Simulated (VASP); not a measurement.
# GePt (F-43m) in VASP: relaxation of cell and atoms with PBE

Aim: the relaxation of cell and atoms of GePt with PBE.

Program: VASP 6.6.1. These are calculated values, not measurements. Logs are shortened: lines on timing, memory, paths and dates and some standing lists are left out, and cuts for length are marked.

## (1) The structure

Symmetry: F-43m, No. 216, cubic system. The conventional cell has a = 5.337 Å, b = 5.337 Å, c = 5.337 Å, α = 90.00°, β = 90.00°, γ = 90.00°. Ge (site symmetry -43m) is surrounded by 4 Pt at 2.31 Å. Around Pt (site symmetry -43m) lie 4 Ge at 2.31 Å.

The cell was built by a generator and needn't be a form met in nature.

## (2) Relaxation of cell and atoms, PBE

INCAR

```
PREC     = Normal         # precision mode
ENCUT    = 520            # plane-wave cutoff, eV
EDIFF    = 1E-4           # SCF threshold, eV
ISMEAR   = 0              # smearing method
SIGMA    = 0.15           # smearing width, eV
LREAL    = False          # projectors in reciprocal space
LASPH    = True           # aspherical terms in the spheres
NELM     = 60             # most SCF steps
ALGO     = Fast           # electronic algorithm
ISIF     = 3              # what is computed and relaxed
LWAVE    = False          # write WAVECAR
LCHARG   = False          # write CHGCAR
GGA      = PE             # functional
IBRION   = 2              # ionic algorithm
NSW      = 24             # ionic steps
EDIFFG   = -0.08          # ionic threshold
```

KPOINTS

```
regular mesh
0
Gamma
  7 7 7
```

POSCAR

```
GePt
1.0
    0.0000000000      2.6682954400      2.6682954400
    2.6682954400      0.0000000000      2.6682954400
    2.6682954400      2.6682954400      0.0000000000
Ge Pt
1 1
Direct
    0.0000000000      0.0000000000      0.0000000000
    0.2500000000      0.2500000000      0.2500000000
```

Potentials or basis: VASP PAW PBE potentials, release 64 (Ge_d, Pt).

Started as:

```bash
> cat potpaw_PBE.64/Ge_d/POTCAR potpaw_PBE.64/Pt/POTCAR > POTCAR
> mpirun -np 1 vasp_std > vasp.out
```

OUTCAR:

```text
PREC = Normal
   ENCUT = 520
   EDIFF = 1E-4
   ISMEAR = 0
   LREAL = False
   LASPH = True
   NELM = 60
   ISIF = 3
   GGA = PE
   IBRION = 2
   NSW = 24
   EDIFFG = -0.08

 ion  position               nearest neighbor table
   1  0.000  0.000  0.000-   2 2.31   2 2.31   2 2.31   2 2.31
   2  0.250  0.250  0.250-   1 2.31   1 2.31   1 2.31   1 2.31

  LATTYP: Found a face centered cubic cell.
 ALAT       =     5.3365908800

  Lattice vectors:

 A1 = (   0.0000000000,   2.6682954400,   2.6682954400)
 A2 = (   2.6682954400,   0.0000000000,   2.6682954400)
 A3 = (   2.6682954400,   2.6682954400,   0.0000000000)

Analysis of symmetry for initial positions (statically):
=====================================================================
 Subroutine PRICEL returns:
 Original cell was already a primitive cell.

 Routine SETGRP: Setting up the symmetry group for a
 face centered cubic supercell.

 Subroutine GETGRP returns: Found 24 space group operations
 (whereof 24 operations were pure point group operations)
 out of a pool of 48 trial point group operations.

The static configuration has the point symmetry T_d .

Analysis of symmetry for dynamics (positions and initial velocities):
=====================================================================
 Subroutine PRICEL returns:
 Original cell was already a primitive cell.

 Routine SETGRP: Setting up the symmetry group for a
 face centered cubic supercell.

 Subroutine GETGRP returns: Found 24 space group operations
 (whereof 24 operations were pure point group operations)
 out of a pool of 48 trial point group operations.

The dynamic configuration has the point symmetry T_d .

 Subroutine INISYM returns: Found 24 space group operations
 (whereof 24 operations are pure point group operations),
 and found     1 'primitive' translations

----------------------------------------------------------------------------------------

                                     Primitive cell

  volume of cell :      37.9955

  direct lattice vectors                    reciprocal lattice vectors
     0.000000000  2.668295440  2.668295440    -0.187385547  0.187385547  0.187385547
     2.668295440  0.000000000  2.668295440     0.187385547 -0.187385547  0.187385547
     2.668295440  2.668295440  0.000000000     0.187385547  0.187385547 -0.187385547

  length of vectors
     3.773539600  3.773539600  3.773539600     0.324561288  0.324561288  0.324561288

  position of ions in fractional coordinates (direct lattice)
     0.000000000  0.000000000  0.000000000
     0.250000000  0.250000000  0.250000000

  ion indices of the primitive-cell ions
   primitive index   ion index
                 1           1
                 2           2

----------------------------------------------------------------------------------------

 KPOINTS: regular mesh

Automatic generation of k-mesh.
 Grid dimensions read from file:
 generate k-points for:    7    7    7

 Generating k-lattice:

  Cartesian coordinates                     Fractional coordinates (reciprocal lattice)
    -0.026769364  0.026769364  0.026769364     0.142857143  0.000000000  0.000000000
     0.026769364 -0.026769364  0.026769364     0.000000000  0.142857143  0.000000000
     0.026769364  0.026769364 -0.026769364     0.000000000  0.000000000  0.142857143

  Length of vectors
     0.046365898  0.046365898  0.046365898

  Shift w.r.t. Gamma in fractional coordinates (k-lattice)
     0.000000000  0.000000000  0.000000000

 Subroutine IBZKPT returns following result:
 ===========================================

 Found     20 irreducible k-points:

 Following reciprocal coordinates:
            Coordinates               Weight
  0.000000  0.000000  0.000000      1.000000
  0.142857  0.000000  0.000000      8.000000
  0.285714  0.000000  0.000000      8.000000
  0.428571  0.000000  0.000000      8.000000
  0.142857  0.142857  0.000000      6.000000
  0.285714  0.142857  0.000000     24.000000
[... 12 lines left out ...]
 -0.428571  0.428571  0.142857     24.000000
 -0.285714  0.428571  0.142857     24.000000
   k-points           NKPTS =     20   k-points in BZ     NKDIM =     20   number of bands    NBANDS=     16
   number of dos      NEDOS =    301   number of ions     NIONS =      2
   total plane-waves  NPLWV =  13824
   dimension x,y,z NGX =    24 NGY =   24 NGZ =   24
   dimension x,y,z NGXF=    48 NGYF=   48 NGZF=   48
   ions per type =               1   1
   NGX,Y,Z   is equivalent  to a cutoff of  10.57, 10.57, 10.57 a.u.
   NGXF,Y,Z  is equivalent  to a cutoff of  21.15, 21.15, 21.15 a.u.
 SYSTEM =  unknown system
   PREC   = normal    normal or accurate (medium, high low for compatibility)
   ISTART =      0    job   : 0-new  1-cont  2-samecut
   ICHARG =      2    charge: 1-file 2-atom 10-const
   ISPIN  =      1    spin polarized calculation?
   LNONCOLLINEAR =      F non collinear calculations
   LSORBIT =      F    spin-orbit coupling
   LASPH  =      T    aspherical Exc in radial PAW
   ENCUT  =  520.0 eV  38.22 Ry    6.18 a.u.   7.02  7.02  7.02*2*pi/ulx,y,z
   NELM   =     60;   NELMIN=  2; NELMDL= -5     # of ELM steps
   EDIFF  = 0.1E-03   stopping-criterion for ELM
   LREAL  =      F    real-space projection
   EDIFFG = -.8E-01   stopping-criterion for IOM
   NSW    =     24    number of steps for IOM
   IBRION =      2    ionic relax: 0-MD 1-quasi-New 2-CG
   NFREE  =      1    steps in history (QN), initial steepest desc. (CG)
   ISIF   =      3    stress and relaxation
   ISYM   =      2    0-nonsym 1-usesym 2-fastsym
   POTIM  = 0.5000    time-step for ionic-motion
   TEBEG  =    0.0;   TEEND  =   0.0 temperature during run
   PSTRESS=    0.0 pullay stress
   NELECT =      24.0000    total number of electrons
   NUPDOWN=      -1.0000    fix difference up-down
   EMIN   =  10.00;   EMAX   =-10.00  energy-range for DOS
   EFERMI =   0.00;   METHOD = LEGACY
   ISMEAR =     0;   SIGMA  =   0.15  broadening in eV -4-tet -1-fermi 0-gaus
   EFERMI_NEDOS =   21; number of points for ismear=-14 and -15
   IALGO  =     68    algorithm
   IMIX   =      4    mixing-type and parameters
     AMIX     =   0.40;   BMIX     =  1.00
     AMIX_MAG =   1.60;   BMIX_MAG =  1.00
  volume/ion in A,a.u.               =      19.00       128.20
  Fermi-wavevector in a.u.,A,eV,Ry     =   1.404650  2.654403 26.844846  1.973040
  Thomas-Fermi vector in A             =   2.527190
   LORBIT       =      0    0 simple, 1 ext, 2 COOP (PROOUT), +10 PAW based schemes
   GGA     = PE    functional components
   LHFCALC =     F    Hartree Fock is set to
   AEXX    =    0.0000 exact exchange contribution
   IVDW    =     0    specifies the selected vdW correction
   LEPSILON=     F    determine dielectric tensor
   LRPA    =     F    only Hartree local field effects (RPA)
 conjugate gradient relaxation of ions
 non-spin polarized calculation
 RMM-DIIS sequential band-by-band and
 Gauss-broadening in eV      SIGMA  =   0.15
  energy-cutoff  :      520.00
  volume of cell :       38.00
 maximum number of plane-waves:      1032
   NGX = 13   NGY = 13   NGZ = 13

--------------------------------------- Ionic step        1  -------------------------------------------

 number of electron      23.9999996 magnetization

 Free energy of the ion-electron system (eV)
  ---------------------------------------------------
  ext. energy  EPLUGINS =         0.00000000
  ---------------------------------------------------
  free energy    TOTEN  =       -10.58090080 eV

  energy without entropy =      -10.57024126  energy(sigma->0) =      -10.57557103

------------------------ aborting loop because EDIFF is reached ----------------------------------------

  FORCE on cell =-STRESS in cart. coord.  units (eV):
  Direction    XX          YY          ZZ          XY          YZ          ZX
  --------------------------------------------------------------------------------------
  -------------------------------------------------------------------------------------
  Total        5.4537514      5.4537514      5.4537514     -0.0000000      0.0000000      0.0000000
  in kB      229.9715850    229.9715850    229.9715850     -0.0000000      0.0000000      0.0000000
  external PRESSURE =     229.9715850 kB  Pullay stress =       0.0000000 kB

 VOLUME and BASIS-vectors are now :
 -----------------------------------------------------------------------------
  energy-cutoff  :      520.00
  volume of cell :       38.00
      direct lattice vectors                 reciprocal lattice vectors
     0.000000000  2.668295440  2.668295440    -0.187385547  0.187385547  0.187385547
     2.668295440  0.000000000  2.668295440     0.187385547 -0.187385547  0.187385547
     2.668295440  2.668295440  0.000000000     0.187385547  0.187385547 -0.187385547

 POSITION                                       TOTAL-FORCE (eV/Angst)
 -----------------------------------------------------------------------------------
      0.00000      0.00000      0.00000        -0.000000     -0.000000     -0.000000
      1.33415      1.33415      1.33415         0.000000      0.000000      0.000000
 -----------------------------------------------------------------------------------
    total drift:                                0.000006      0.000006      0.000005

  FREE ENERGIE OF THE ION-ELECTRON SYSTEM (eV)
  ---------------------------------------------------
  free  energy   TOTEN  =       -10.5809008029 eV

  energy  without entropy=      -10.5702412597  energy(sigma->0) =      -10.57557103

--------------------------------------- Ionic step        2  -------------------------------------------

 number of electron      23.9999948 magnetization

 E-fermi :   3.4341     XC(G=0):  -9.3927

 val. band max:        3.4280965870   @ k =  -0.4286   0.4286   0.1429
 cond. band min:       3.4612489893   @ k =  -0.4286   0.4286   0.0000
 fundamental gap:      0.0331524023
 Fermi energy:         3.4341158546

 k-point     1 :       0.0000    0.0000    0.0000
  band No.  band energies     occupation
      1     -21.1970      2.00000
      2     -21.1969      2.00000
      3     -21.1969      2.00000
      4     -21.1857      2.00000
      5     -21.1857      2.00000
      6      -6.1276      2.00000
[... 8 lines left out ...]
     15       8.1343      0.00000
     16      10.4358      0.00000
[... 489 lines left out ...]
 POSITION                                       TOTAL-FORCE (eV/Angst)
 -----------------------------------------------------------------------------------
      0.00000      0.00000      0.00000        -0.000000     -0.000000     -0.000000
      1.37103      1.37103      1.37103         0.000000      0.000000      0.000000
 -----------------------------------------------------------------------------------
    total drift:                                0.000010      0.000010      0.000010

  FREE ENERGIE OF THE ION-ELECTRON SYSTEM (eV)
  ---------------------------------------------------
  free  energy   TOTEN  =       -10.9054771076 eV

  energy  without entropy=      -10.8927365337  energy(sigma->0) =      -10.89910682

--------------------------------------- Ionic step        6  -------------------------------------------

 number of electron      23.9999957 magnetization

 Free energy of the ion-electron system (eV)
  ---------------------------------------------------
  ext. energy  EPLUGINS =         0.00000000
  ---------------------------------------------------
  free energy    TOTEN  =       -10.99362646 eV

  energy without entropy =      -10.97820963  energy(sigma->0) =      -10.98591805

 E-fermi :   5.4857     XC(G=0): -10.4866

 val. band max:        5.4308599839   @ k =   0.4286   0.2857   0.1429
 cond. band min:       5.5618764727   @ k =  -0.4286   0.2857   0.0000
 fundamental gap:      0.1310164887
 Fermi energy:         5.4856601271

 k-point     1 :       0.0000    0.0000    0.0000
  band No.  band energies     occupation
      1     -19.0692      2.00000
      2     -19.0692      2.00000
      3     -19.0692      2.00000
      4     -19.0468      2.00000
      5     -19.0468      2.00000
      6      -5.2828      2.00000
[... 8 lines left out ...]
     15      11.2248      0.00000
     16      13.0575      0.00000
[... 381 lines left out ...]
 POSITION                                       TOTAL-FORCE (eV/Angst)
 -----------------------------------------------------------------------------------
      0.00000      0.00000      0.00000        -0.000000     -0.000000     -0.000000
      1.40391      1.40391      1.40391         0.000000      0.000000      0.000000
 -----------------------------------------------------------------------------------
    total drift:                                0.000006      0.000006      0.000006

  FREE ENERGIE OF THE ION-ELECTRON SYSTEM (eV)
  ---------------------------------------------------
  free  energy   TOTEN  =       -10.9936264619 eV

  energy  without entropy=      -10.9782096285  energy(sigma->0) =      -10.98591805

 reached required accuracy - stopping structural energy minimisation
```

Run time: 17 s. Hardware: 1 thread of Intel Xeon 6975P-C (Granite Rapids), shared host; peak memory 0.15 GiB.

Results:

```
Free energy                            : -10.9936 eV
Relaxed volume                         : 22.14 Å³/atom
Relaxed cell                           : a = 3.971 Å, b = 3.971 Å, c = 3.971 Å, α = 60.00°, β = 60.00°, γ = 60.00°
Space group after relaxing (to 0.05 Å) : F-43m (No. 216)
Energy gained by relaxing              : 206.4 meV/atom
Ionic steps                            : 6
Pressure after relaxing                : -0.5 GPa
Band gap on the k mesh                 : none (metal or under the smearing width)
```

The path:
| step | energy change (eV) | largest force (eV/Å) | pressure (GPa) | volume (Å³) |
| --- | --- | --- | --- | --- |
| 1 | 0.0000 | 0.0000 | 23.00 | 38.00 |
| 2 | 0.0866 | 0.0000 | -12.10 | 55.05 |
| 3 | -0.4122 | 0.0000 | -0.65 | 44.89 |
| 4 | -0.4130 | 0.0000 | -1.05 | 44.65 |
| 5 | -0.3246 | 0.0000 | 9.30 | 41.23 |
| 6 | -0.4127 | 0.0000 | -0.46 | 44.27 |

Final structure:
```yaml
crystal:
  lattice:
    - [0.00000, 2.80782, 2.80782]
    - [2.80782, 0.00000, 2.80782]
    - [2.80782, 2.80782, 0.00000]
  atoms:
    - { symbol: Ge, position: [0.00000, 0.00000, 0.00000] }
    - { symbol: Pt, position: [0.25000, 0.25000, 0.25000] }
```

Caveat: the volume moved by over 15 % at a fixed basis, so the end points are rough; the relaxation stopped at a loose force limit of 0.08 eV/Å, so its end isn't a converged minimum.
